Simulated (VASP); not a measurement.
VASP 6.6.1, r²SCAN single-point calculation, InP (zincblende)

INCAR

```
LREAL = .FALSE.
ISMEAR = 0
NBANDS = 16
ALGO = Normal
ISIF = 2
LWAVE = .FALSE.
IBRION = -1
NSW = 0
PREC = Accurate
SIGMA = 0.01
METAGGA = R2SCAN
LASPH = .TRUE.
LCHARG = .FALSE.
ENCUT = 520
NELM = 120
EDIFF = 1E-7
```

KPOINTS

```
KPOINTS created by Atomic Simulation Environment
0
Gamma
8 8 8
0 0 0
```

KPOINTS_OPT

```
special points
6
Reciprocal
0.0000000000 0.0000000000 0.0000000000 1
0.5000000000 0.0000000000 0.5000000000 1
0.5000000000 0.2500000000 0.7500000000 1
0.3750000000 0.3750000000 0.7500000000 1
0.5000000000 0.5000000000 0.5000000000 1
0.6250000000 0.2500000000 0.6250000000 1
```

POSCAR

```
In P
 1.0000000000000000
     0.0000000000000000    2.9537876444616966    2.9537876444616966
     2.9537876444616966    0.0000000000000000    2.9537876444616966
     2.9537876444616966    2.9537876444616966    0.0000000000000000
 In  P
   1   1
Cartesian
  0.0000000000000000  0.0000000000000000 -0.0000000000000000
  1.4768938222308481  1.4768938222308481  1.4768938222308481
```

VASP ran with the recommended PBE PAW datasets (18 valence electrons in the cell).

OSZICAR

```
N       E                     dE             d eps       ncg     rms          rms(c)
DAV:   1     0.898077391938E+02    0.89808E+02   -0.85431E+03   928   0.128E+03
DAV:   2    -0.280691605570E+02   -0.11788E+03   -0.11262E+03  1064   0.310E+02
DAV:   3    -0.356774381231E+02   -0.76083E+01   -0.75801E+01  1192   0.765E+01
DAV:   4    -0.358939500407E+02   -0.21651E+00   -0.21645E+00  1224   0.140E+01
DAV:   5    -0.359048268656E+02   -0.10877E-01   -0.10877E-01  1400   0.257E+00    0.727E+00
DAV:   6    -0.323024541363E+02    0.36024E+01   -0.16447E+00  1184   0.281E+01    0.385E+00
DAV:   7    -0.322866361083E+02    0.15818E-01   -0.26437E-01  1184   0.389E+00    0.243E+00
DAV:   8    -0.322957654763E+02   -0.91294E-02   -0.16649E-02  1256   0.118E+00    0.107E+00
DAV:   9    -0.322972927905E+02   -0.15273E-02   -0.22506E-03  1104   0.382E-01    0.125E-01
DAV:  10    -0.322973138880E+02   -0.21098E-04   -0.33471E-04  1240   0.195E-01    0.145E-01
DAV:  11    -0.322973516869E+02   -0.37799E-04   -0.46462E-05  1144   0.733E-02    0.393E-02
DAV:  12    -0.322973434992E+02    0.81878E-05   -0.29076E-05  1224   0.674E-02    0.399E-02
DAV:  13    -0.322973430827E+02    0.41648E-06   -0.29982E-06  1184   0.111E-02    0.226E-02
DAV:  14    -0.322973431811E+02   -0.98430E-07   -0.78387E-08   864   0.294E-03
   1 F= -.32297343E+02 E0= -.32297343E+02  d E =-.570163E-43
       N       E                     dE             ncg
DAV:   1     0.127075616272E+04   -0.29390E+04      192
DAV:   2     0.586585107605E+03   -0.68417E+03      208
DAV:   3     0.539992420822E+03   -0.46593E+02      256
DAV:   4     0.538578236508E+03   -0.14142E+01      248
DAV:   5     0.538506187625E+03   -0.72049E-01      288
DAV:   6     0.538504757118E+03   -0.14305E-02      272
DAV:   7     0.538504687556E+03   -0.69561E-04      304
DAV:   8     0.538504686848E+03   -0.70784E-06      248
DAV:   9     0.538504686835E+03   -0.13176E-07      208
```

From OUTCAR

```
k-points           NKPTS =     29   k-points in BZ     NKDIM =     29   number of bands    NBANDS=     16

   NELECT =      18.0000    total number of electrons

   dimension x,y,z NGX =    32 NGY =   32 NGZ =   32
   dimension x,y,z NGXF=    64 NGYF=   64 NGZF=   64

  energy-cutoff  :      520.00
  volume of cell :       51.54
      direct lattice vectors                 reciprocal lattice vectors
     0.000000000  2.953787644  2.953787644    -0.169274186  0.169274186  0.169274186
     2.953787644  0.000000000  2.953787644     0.169274186 -0.169274186  0.169274186
     2.953787644  2.953787644  0.000000000     0.169274186  0.169274186 -0.169274186

 k-points in reciprocal lattice and weights: KPOINTS created by Atomic Simulation Env
   0.00000000  0.00000000  0.00000000       0.002
   0.12500000  0.00000000  0.00000000       0.016
   0.25000000  0.00000000  0.00000000       0.016
   0.37500000  0.00000000  0.00000000       0.016
   0.50000000  0.00000000  0.00000000       0.008
   0.12500000  0.12500000  0.00000000       0.012
   0.25000000  0.12500000  0.00000000       0.047
   0.37500000  0.12500000  0.00000000       0.047
   ...

 E-fermi :   4.8485

 k-point     1 :       0.0000    0.0000    0.0000
  band No.  band energies     occupation
      1      -9.8581      2.00000
      2      -9.8581      2.00000
      3      -9.8581      2.00000
      4      -9.6915      2.00000
      5      -9.6915      2.00000
      6      -7.0811      2.00000
      7       4.7540      2.00000
      8       4.7540      2.00000
      9       4.7540      2.00000
     10       5.7838      0.00000
     11       9.1938      0.00000
     12       9.1938      0.00000
     13       9.1939      0.00000
     14      13.7541      0.00000
     15      14.6383      0.00000
     16      14.6383      0.00000

 k-point     2 :       0.1250    0.0000    0.0000
  band No.  band energies     occupation
      1      -9.8777      2.00000
      2      -9.8506      2.00000
      3      -9.8506      2.00000
      4      -9.6913      2.00000
      5      -9.6913      2.00000
      6      -6.8997      2.00000
      7       3.2577      2.00000
      8       4.5702      2.00000
      9       4.5702      2.00000
     10       6.6946      0.00000
     11       9.3378      0.00000
     12       9.4740      0.00000
     13       9.4740      0.00000
     14      13.9965      0.00000
     15      13.9965      0.00000
     16      14.5525      0.00000

 k-point     3 :       0.2500    0.0000    0.0000
  band No.  band energies     occupation
      1      -9.9224      2.00000
      2      -9.8344      2.00000
      3      -9.8344      2.00000
      4      -9.6889      2.00000
      5      -9.6889      2.00000
      6      -6.3955      2.00000
      7       1.3163      2.00000
      8       4.1992      2.00000
      9       4.1992      2.00000
     10       6.8590      0.00000
     11       9.9017      0.00000
     12       9.9017      0.00000
     13      10.4374      0.00000
     14      13.7776      0.00000
     15      13.7776      0.00000
     16      14.3401      0.00000

 k-point     4 :       0.3750    0.0000    0.0000
  band No.  band energies     occupation
      1      -9.9640      2.00000
      2      -9.8215      2.00000
      3      -9.8215      2.00000
      4      -9.6830      2.00000
      5      -9.6830      2.00000
      6      -5.7287      2.00000
      7      -0.2974      2.00000
      8       3.8940      2.00000
      9       3.8940      2.00000
     10       6.6502      0.00000
     11       9.9628      0.00000
     12       9.9628      0.00000
     13      11.8107      0.00000
     14      14.1502      0.00000
     15      14.7527      0.00000
     16      14.7527      0.00000

 k-point     5 :       0.5000    0.0000    0.0000
  band No.  band energies     occupation
      1      -9.9805      2.00000
      2      -9.8173      2.00000
      3      -9.8173      2.00000
      4      -9.6793      2.00000
      5      -9.6793      2.00000
      6      -5.3552      2.00000
      7      -0.9983      2.00000
      8       3.7808      2.00000
      9       3.7808      2.00000
     10       6.5559      0.00000
     11       9.9110      0.00000
     12       9.9110      0.00000
     13      12.2503      0.00000
     14      14.7263      0.00000
     15      15.9312      0.00000
     16      15.9312      0.00000

 k-point     6 :       0.1250    0.1250    0.0000
  band No.  band energies     occupation
      1      -9.8919      2.00000
      2      -9.8434      2.00000
      3      -9.8434      2.00000
      4      -9.6972      2.00000
      5      -9.6864      2.00000
      6      -6.8398      2.00000
      7       3.2604      2.00000
      8       4.2444      2.00000
      9       4.2444      2.00000
     10       7.2079      0.00000
     11       8.5427      0.00000
     12       9.9351      0.00000
     13       9.9351      0.00000
     14      12.9728      0.00000
     15      14.7904      0.00000
     16      14.9696      0.00000

 k-point     7 :       0.2500    0.1250    0.0000
  band No.  band energies     occupation
      1      -9.9283      2.00000
      2      -9.8295      2.00000
      3      -9.8264      2.00000
      4      -9.7012      2.00000
      5      -9.6815      2.00000
      6      -6.4429      2.00000
      7       1.7960      2.00000
      8       3.8233      2.00000
      9       3.8538      2.00000
     10       7.6575      0.00000
     11       8.6555      0.00000
     12      10.4872      0.00000
     13      10.5527      0.00000
     14      12.7081      0.00000
     15      14.6824      0.00000
     16      15.6362      0.00000

 k-point     8 :       0.3750    0.1250    0.0000
  band No.  band energies     occupation
      1      -9.9650      2.00000
      2      -9.8183      2.00000
      3      -9.8120      2.00000
      4      -9.6981      2.00000
      5      -9.6769      2.00000
      6      -5.8155      2.00000
      7       0.1812      2.00000
      8       3.3612      2.00000
      9       3.5506      2.00000
     10       7.4992      0.00000
     11       9.3773      0.00000
     12      10.6799      0.00000
     13      10.9470      0.00000
     14      13.8321      0.00000
     15      15.2443      0.00000
     16      15.3265      0.00000

 k-point     9 :       0.5000    0.1250    0.0000
  band No.  band energies     occupation
      1      -9.9851      2.00000
      2      -9.8130      2.00000
      3      -9.8070      2.00000
      4      -9.6891      2.00000
      5      -9.6772      2.00000
      6      -5.2872      2.00000
      7      -0.8389      2.00000
      8       2.9824      2.00000
      9       3.5267      2.00000
     10       7.3780      0.00000
     11       9.5080      0.00000
     12      10.4569      0.00000
     13      12.1678      0.00000
     14      14.4715      0.00000
     15      15.9283      0.00000
     16      15.9576      0.00000

 k-point    10 :      -0.3750    0.1250    0.0000
  band No.  band energies     occupation
      1      -9.9786      2.00000
      2      -9.8137      2.00000
      3      -9.8113      2.00000
      4      -9.6854      2.00000
      5      -9.6829      2.00000
      6      -5.4181      2.00000
      7      -0.6035      2.00000
      8       2.8574      2.00000
      9       3.7541      2.00000
     10       7.4198      0.00000
     11       9.6861      0.00000
     12      10.2651      0.00000
     13      11.9967      0.00000
     14      14.3944      0.00000
     15      14.8616      0.00000
     16      16.2946      0.00000

 k-point    11 :      -0.2500    0.1250    0.0000
  band No.  band energies     occupation
      1      -9.9479      2.00000
      2      -9.8248      2.00000
      3      -9.8206      2.00000
      4      -9.6939      2.00000
      5      -9.6832      2.00000
      6      -6.0398      2.00000
      7       0.6851      2.00000
      8       3.0600      2.00000
      9       4.1495      2.00000
     10       7.5687      0.00000
     11       9.8770      0.00000
     12      10.0509      0.00000
     13      10.6468      0.00000
     14      13.1690      0.00000
     15      14.9165      0.00000
     16      15.5942      0.00000

 k-point    12 :      -0.1250    0.1250    0.0000
  band No.  band energies     occupation
      1      -9.9072      2.00000
      2      -9.8421      2.00000
      3      -9.8348      2.00000
      4      -9.6953      2.00000
      5      -9.6867      2.00000
      6      -6.6102      2.00000
      7       2.2306      2.00000
      8       3.6930      2.00000
      9       4.5177      2.00000
     10       7.3840      0.00000
     11       9.2468      0.00000
     12       9.6212      0.00000
     13      10.2916      0.00000
     14      13.1297      0.00000
     15      14.1111      0.00000
     16      15.5620      0.00000

 ...

  Total       -0.0356392     -0.0356392     -0.0356392      0.0000000      0.0000000      0.0000000
  in kB       -1.1078237     -1.1078237     -1.1078237      0.0000000      0.0000000      0.0000000
  external PRESSURE =      -1.1078237 kB  Pullay stress =       0.0000000 kB

 POSITION                                       TOTAL-FORCE (eV/Angst)
 -----------------------------------------------------------------------------------
      0.00000      0.00000      0.00000         0.000000     -0.000000     -0.000000
      1.47689      1.47689      1.47689        -0.000000      0.000000      0.000000
 -----------------------------------------------------------------------------------
    total drift:                               -0.000002     -0.000002     -0.000002

  FREE ENERGIE OF THE ION-ELECTRON SYSTEM (eV)
  ---------------------------------------------------
  free  energy   TOTEN  =       -32.2973431811 eV

  energy  without entropy=      -32.2973431811  energy(sigma->0) =      -32.29734318
```

```
gap between bands v and c : 1.03 eV
least direct gap          : 1.03 eV
pressure                  : -0.1 GPa
```

Band v is the last that the valence electrons fill when counted band by band, and c is the next.
